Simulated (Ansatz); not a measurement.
# Te: pressure against volume per atom

Results calculated with Ansatz 0.2.0, not measured. Periodic Kohn-Sham DFT of a crystal at fixed atoms; pressure and stress are positive in compression; the energy is the free energy less that of spherical unpolarised free atoms; site moments are those in the method's own spheres, positive along +z.

Cell of the first row (space group C2/m, No. 12):
```
Te
1.0
      4.1477    -2.3228     0.0000
      4.1477     2.3228     0.0000
     -0.1278     0.0000     3.8766
Te
3
Direct
  0.67600 0.67600 0.67500
  0.32400 0.32400 0.32500
  0.00000 0.00000 0.00000
```

Settings of every row: method all-electron PAW; functional LDA; relativity scalar; k mesh 8x8x8; filling fermi-dirac; smearing width 0.05 eV; nucleus gaussian.

Atom start moment: 0 on all atoms.

Limits: no spin-orbit coupling on heavy atoms.

| row | volume per atom (Å³) | pressure (GPa) |
| --- | --- | --- |
| 1 | 24.898 | 10.774 |
| 2 | 25.428 | 8.549 |
| 3 | 25.958 | 6.546 |
| 4 | 26.223 | 5.621 |
| 5 | 26.488 | ? |
| 6 | 26.752 | 3.909 |
| 7 | 27.017 | 3.119 |
| 8 | 27.547 | 1.657 |
| 9 | 28.077 | 0.343 |

Question: what pressure should row 5 give?

Worked fit of pressure. Take u = (V_r/V)^(2/3) − 1 with V_r = 26.487 Å³ an atom, which is twice the finite (Eulerian) strain; such expansions in the strain, on which the Birch-Murnaghan equation of state is built, carry the rest volume and the bulk modulus. The shown rows have u = 0.04211, 0.02758, 0.01354, 0.0067, -0.00661, -0.01312, -0.02582, -0.03812. Least squares give pressure = 4.7439 + 128.363 × u + 345.1 × u² + 166 × u³ GPa; a parabola predicts inner rows, each left out in turn, worse (root mean square 0.0029 against 0.0015 GPa). The rows lie off it by 0.000, -0.001, 0.000, 0.002, -0.001, 0.000, 0.000, 0.000. The withheld row has u = -3e-05, so the fit gives 4.7439 + 128.363 × (-3e-05) + 345.1 × (-3e-05)² + 166 × (-3e-05)³ = 4.740 GPa.

The calculation gave 4.743 GPa. The fit lies 0.003 GPa (0.029 % of the column's range) below it; its largest miss of a shown row is 0.002 GPa.
